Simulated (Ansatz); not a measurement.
## TaS₂: one input, then a changed one

The structure comes from a relaxation in the same program, started in the CdI2 type, and has space group P-3m1. Whether it is a known phase or the ground state wasn't checked.

First run: DFT, PBE, PAW with Ansatz's default frozen-core files, scalar-relativistic (Ansatz 0.2.0).

Command: `ansatz run input.yaml --threads 1 --pin off --max-ram 3072MiB --backend cpu --events-out ev --progress --plain --runs-dir out` The run took about 28 s on 1 thread of a shared machine.

```yaml
crystal:
  lattice:
    - [3.379476794, 0.0, 0.0]
    - [-1.689738397, 2.9267127552, 0.0]
    - [0.0, 0.0, 6.7852631389]
  atoms:
    - { symbol: Ta, position: [0.0, 0.0, 0.0] }
    - { symbol: S, position: [0.3333333333, 0.6666666667, 0.2258086493] }
    - { symbol: S, position: [0.6666666667, 0.3333333333, 0.7741913507] }
kpoints:
  mp_grid: { grid: [12, 12, 7] }
  band_path:
    path:
      - [0.0, 0.0, 0.0]
      - [0.5, 0.0, 0.0]
      - [0.3333333333, 0.3333333333, 0.0]
      - [0.0, 0.0, 0.0]
      - [0.0, 0.0, 0.5]
      - [0.5, 0.0, 0.5]
      - [0.3333333333, 0.3333333333, 0.5]
      - [0.0, 0.0, 0.5]
      - [0.5, 0.0, 0.5]
    npoints: 8
scf:
  occupations: { method: fermi_dirac, width: 0.08 }
hamiltonian:
  xc: pbe
  pseudopotentials: { kind: paw }
output:
  forces: true
  stress: true
  eigenvalues: true
  efg: { contact_densities: true }
  populations: true
  bader: true
  dos: { projected: true, de: 0.2, e_range: [-14, 8] }
  write_density: true
  write_potential: true
  elf: true
  volumetric_format: npy
```

Result: converged; pressure 0.02 GPa; 6 SCF iterations.

Spin polarisation is left out, and whether a magnetic state lies lower isn't shown here.

Spin–orbit coupling is left out, though it moves levels of the heavy atoms by tenths of an eV or more.

The input is then changed:

```diff
@@ -25,5 +25,5 @@
   occupations: { method: fermi_dirac, width: 0.08 }
 hamiltonian:
-  xc: pbe
+  xc: rpbe
   pseudopotentials: { kind: paw }
 output:
@@ -33,9 +33,6 @@
   efg: { contact_densities: true }
   populations: true
-  bader: true
-  dos: { projected: true, de: 0.2, e_range: [-14, 8] }
-  write_density: true
-  write_potential: true
-  elf: true
-  volumetric_format: npy
+accuracy: high
+basis:
+  ecutrho_ratio: 8
```

**Question.** Predict the outcome of the changed run.

**Answer.** It converged; pressure 2.18 GPa; largest force 0.137 eV/Å; 8 SCF iterations.
